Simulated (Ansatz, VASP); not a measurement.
## One calculation of TiC, two programs

```
Ti C
1.0
     0.00000    2.16640    2.16640
     2.16640    0.00000    2.16640
     2.16640    2.16640    0.00000
Ti C
1 1
Direct
  0.50000 0.50000 0.50000
  0.00000 0.00000 0.00000
```

Change from the starting cell: the structure that the rattled cell fell into.

Alike in both runs: functional PBE; k mesh 22 × 22 × 22; occupations gaussian, width 0.1 eV; no spin polarisation.

Ansatz relaxed the structure, and its values are those at the end. VASP's run is a single point on that final structure, the one shown.

|  | VASP | Ansatz |
| --- | --- | --- |
| version | VASP 6.6.1 | Ansatz 0.2.0 |
| potentials or method | VASP PAW PBE potentials, release 64 (Ti_sv, C) | scalar-relativistic, plane waves, PAW |
| plane-wave cutoff (eV) | 520 | 420 |
| valence electrons in the cell | 16 | 16 |

VASP gave:

| Item | Value |
| --- | --- |
| gap on the k mesh at the Fermi level (eV) | none |
| pressure (GPa) | 0.2 |

Q: Which values does Ansatz return?

A: gap on the k mesh at the Fermi level (eV): none; pressure (GPa): 0.0.

A gap of «none» marks a metal or a gap that the smearing closes.
